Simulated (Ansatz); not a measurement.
**MnO**

Level of theory: DFT, PBE+U (U_eff = 3.9 eV on Mn 3d), scalar-relativistic, collinear spin; plane waves to 420 eV with PAW datasets (Ansatz 0.2.0), Γ-centred 12×12×6 mesh, 0.05 eV Gaussian smearing; PAW files: Ansatz's generated set soft_2.

```yaml
crystal:
  lattice:
    - [0.00000, 2.26960, 2.26960]
    - [2.26960, 0.00000, 2.26960]
    - [4.48017, 4.48017, 0.05902]
  atoms:
    - { symbol: Mn, position: [0.00000, 0.00000, 0.00000] }
    - { symbol: O, position: [0.50000, 0.50000, 0.25000] }
    - { symbol: Mn, position: [0.00000, 0.00000, 0.50000] }
    - { symbol: O, position: [0.50000, 0.50000, 0.75000] }
```

The chain of runs began from a cell as deposited in COD, expanded in volume.

Magnetic state: antiferromagnetic, site spin moments Mn 4.27, -4.27 μB.

The run above is the reference. The same cell was run again with other input settings; several of them aren't fit for production, so the rows show the settings' effect and aren't properties of the material.

```tsv
keys changed	outcome	ΔE (meV/atom)	P (GPa)	gap on the mesh (eV)	cell moment (μB)	largest force component (eV/Å)	SCF iterations	rough core-seconds	new warnings
none (reference)	converged	0.0	0.0	1.60	0.00	0.000	–	–	–
hamiltonian.xc: "pbe" → "revpbe"; scf.initial_density.chi_scale: 0.1	converged	–	3.6	1.67	0.00	0.000	12	27	–
basis.xc_grid: 2; accuracy: "high"; hamiltonian.hubbard: {"sites": [{"species": "Mn", "l": "d", "u_eff": 3.9}]} → {"sites": [{"species": "Mn", "l": "d", "u_eff": 5.0}], "double_counting": "fll"}	converged	–	1.5	1.73	0.00	0.000	13	25	anti translation declined
scf.algorithm: "direct_min"	converged	0.0	0.0	1.60	0.00	0.000	12	80	–
basis.ecutrho_ratio: 4 → 6	converged	0.0	0.0	1.60	0.00	0.000	10	24	anti translation declined
```

ΔE is the energy with the smearing extrapolated to zero. It is left out where the change alters the Hamiltonian or the spin treatment. The varied runs start from atomic densities (corrected by the program's trained start where that serves), with the default search for lower states unless a row changes it, while the reference went on from a saved state, so a magnet may end in another state whatever the setting.

Problem. What happens with these changes: scf.convergence.dr2_threshold: 1e-05; hamiltonian.pseudopotentials: {"kind": "paw", "source": "jth"}?

Solution. outcome converged, P (GPa) 1.0, gap on the mesh (eV) 1.56, cell moment (μB) 0.00, largest force component (eV/Å) 0.000, SCF iterations 11, rough core-seconds 19, new warnings cutoff below recommended; force scf threshold loose; radial quadrature taken; stress scf threshold loose.

Problem. What happens with these changes: kpoints.mp_grid.grid: [12, 12, 6] → [10, 10, 5]; scf.eigensolver.kind: "davidson"?

Solution. outcome converged, ΔE (meV/atom) 0.0, P (GPa) 0.0, gap on the mesh (eV) 1.64, cell moment (μB) 0.00, largest force component (eV/Å) 0.000, SCF iterations 10, rough core-seconds 18.

Other pseudopotential files need their own cutoff; where it is too low, pressure and moments show the cutoff and not the files.

3 further runs (cut off, refused for memory, with changed atoms or starts, or in doubt) are left out.

Of the reference: Open d and f shells can converge to several self-consistent states; this is the one that the run reached. Site moments are of spin, integrated over atomic spheres.
